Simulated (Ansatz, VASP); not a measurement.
## One calculation of Pt, two programs

File INCAR:

```
SYSTEM = Pt
ALGO = Normal ; EDIFF = 1E-7
EDIFFG = -0.01 ; ENCUT = 600
GGA = PS ; IBRION = 2
ISIF = 3 ; ISMEAR = 0
LASPH = .True. ; LCHARG = .False.
LREAL = .False. ; LWAVE = .False.
NELM = 100 ; NSW = 100
PREC = Accurate ; SIGMA = 0.1
```

File KPOINTS:

```
k-points
0
Gamma
  26 26 26
  0 0 0
```

POSCAR

```
Pt
1.0
   -1.6758614756      1.6758614756      1.3535962696
    1.6758614756     -1.6758614756      1.3535962696
    1.6758614756      1.6758614756     -1.3535962696
Pt
1
Direct
    0.5000000000      0.5000000000      0.0000000000
```

Input for Ansatz:

```yaml
crystal:
  lattice:
    - [-1.6758614756, 1.6758614756, 1.3535962696]
    - [1.6758614756, -1.6758614756, 1.3535962696]
    - [1.6758614756, 1.6758614756, -1.3535962696]
  atoms:
    - { symbol: Pt, position: [0.5, 0.5, 0.0] }
basis:
  ecutwfc: 420
kpoints:
  mp_grid: { grid: [26, 26, 26] }
hamiltonian:
  xc: pbesol
scf:
  occupations: { method: gaussian, width: 0.1 }
output:
  forces: true
  stress: true
  eigenvalues: true
relax:
  adjacent_minimum: "off"
  f_tol: 0.01
  max_steps: 80
  cell: { stress_tol: 0.05 }
```

Alike in both runs: task relaxation of cell and atoms; functional PBEsol; k mesh 26 × 26 × 26; occupations gaussian, width 0.1 eV; no spin polarisation.

```csv
,VASP,Ansatz
version,VASP 6.6.1,Ansatz 0.2.0
potentials or method,"VASP PAW PBE potentials, release 64 (Pt)","scalar-relativistic, plane waves, PAW"
plane-wave cutoff (eV),600,420
valence electrons in the cell,10,18
```

|  | VASP | Ansatz | Ansatz less VASP |
| --- | --- | --- | --- |
| gap on the k mesh at the Fermi level, each at its own relaxed structure (eV) | none | none | - |
| relaxed volume (Å³/atom) | 15.18 | 15.20 | +0.016 |
| relaxed cell length with the largest relative difference (Å) | 2.729 | 2.730 | +0.0009 |

A gap of «none» marks a metal or a gap that the smearing closes. The two sets of potentials don't hold the same shells in valence.

Caveats: the PAW data sets were made with another functional, which shifts forces and pressure a little (VASP). The runs have no spin-orbit coupling, so splittings on Pt are missing.
